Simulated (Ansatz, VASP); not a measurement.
One calculation of Fe, two programs

```
CELL_PARAMETERS angstrom
-1.39290 1.39290 1.39290
1.39290 -1.39290 1.39290
1.39290 1.39290 -1.39290
ATOMIC_POSITIONS crystal
Fe 0.00000 0.00000 0.00000
```

Alike in both runs: functional PBEsol; k mesh 20 × 20 × 20; occupations gaussian, width 0.1 eV; collinear spin.

Ansatz relaxed the structure, and its values are those at the end. VASP's run is a single point on that final structure, the one shown.

|  | VASP | Ansatz |
| --- | --- | --- |
| version | VASP 6.6.1 | Ansatz 0.2.0 |
| potentials or method | VASP PAW PBE potentials, release 64 (Fe) | scalar-relativistic, plane waves, PAW |
| plane-wave cutoff (eV) | 520 | 420 |
| valence electrons in the cell | 8 | 16 |

```tsv
	VASP	Ansatz	Ansatz less VASP
gap on the k mesh at the Fermi level (eV)	none	none	-
pressure (GPa)	-0.2	0.0	+0.17
net moment per atom (μB)	2.09	2.08	-0.010
size of the moment on the site where the two differ most (μB)	2.07	2.11	+0.034
```

Site moments also hang on the region over which each program counts them. A gap of «none» marks a metal or a gap that the smearing closes. With one functional, cell and mesh, what is left measures potentials, basis and numerics. The two sets of potentials don't hold the same shells in valence.

Caveats: the PAW data sets were made with another functional, which shifts forces and pressure a little (VASP).
